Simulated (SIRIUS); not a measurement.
Al:

```
CELL_PARAMETERS angstrom
4.54673 0.00000 0.00000
-2.27337 3.93758 0.00000
0.00000 0.00000 2.75393
ATOMIC_POSITIONS crystal
Al 0.33333 0.66667 0.50000
Al 0.66667 0.33333 0.50000
```

The cell was built by a generator and needn't be a form met in nature.

| Item | Value |
| --- | --- |
| Program | SIRIUS 7.12.0 |
| Task | single point |
| Functional | PBE |
| Potentials or basis | PseudoDojo 0.4.1 PBE standard (scalar relativistic) |
| Cutoff | 557 eV |
| Density cutoff | 2229 eV |
| k mesh | 7 × 7 × 10 |
| Occupations | fermi-dirac, width 0.05 eV |
| Spin | no spin polarisation |

On this cell: pressure -0.2 GPa; largest force under 0.003 eV/Å; band gap on the k mesh none (metal or under the smearing width).

The same run follows on a disturbed copy (atoms moved at random, drawn with an rms of 0.05 Å):

```xyz
2
Lattice="4.5467 0.0000 0.0000 -2.2734 3.9376 0.0000 0.0000 0.0000 2.7539" Properties=species:S:1:pos:R:3 pbc="T T T"
Al    0.0132    2.6006    1.3502
Al    2.2464    1.3609    1.3968
```

Task: What changes?

Result: The energy (extrapolated to zero smearing) moves by +9.7 meV/atom; pressure 0.0 GPa; largest force 0.499 eV/Å; band gap on the k mesh none (metal or under the smearing width).

Forces in eV/Å, atoms in the order of the input:
```
Al  -0.283  0.407 -0.055
Al   0.283 -0.407  0.055
```

Stress tensor (GPa, compression positive):
```
 1.84 -0.97  0.04
-0.97 -1.31 -0.05
 0.04 -0.05 -0.61
```
